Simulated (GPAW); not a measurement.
SnO2 (Cassiterite):

```xyz
6
Lattice="4.7380 0.0000 0.0000 0.0000 4.7380 0.0000 0.0000 0.0000 3.1865" Properties=species:S:1:pos:R:3 pbc="T T T"
Sn    2.3690    2.3690    1.5933
Sn    0.0000    0.0000    0.0000
O     3.8240    0.9140    1.5933
O     3.2830    3.2830    0.0000
O     0.9140    3.8240    1.5933
O     1.4550    1.4550    0.0000
```

Base run:

* Program: GPAW 26.7.0
* Functional: optB88-vdW
* Potentials or basis: GPAW PAW data sets (gpaw-data 1.2.1)
* Cutoff: 800 eV
* Basis: pw
* k mesh: 4 × 4 × 5
* Occupations: fermi-dirac, width 0.05 eV
* Spin: spin-orbit coupling, no magnetisation

Its results: band gap on the k mesh 1.41 eV, direct; largest force 0.303 eV/Å.

Question: The run is repeated on the same cell with these changes: functional from optB88-vdW to BEEF-vdW; spin axis theta (degrees) from 90 to 0. What comes out?

Answer: Band gap on the k mesh 1.51 eV, direct; largest force 0.291 eV/Å.

Caveats: spin-orbit coupling was added after a scalar SCF, so levels and gaps hold it while energy, forces, pressure and moments don't; this program's spin-orbit splittings come out too wide for heavy elements; the PAW data sets were made with another functional, which shifts forces and pressure a little.

Not every run made on this cell is shown here.
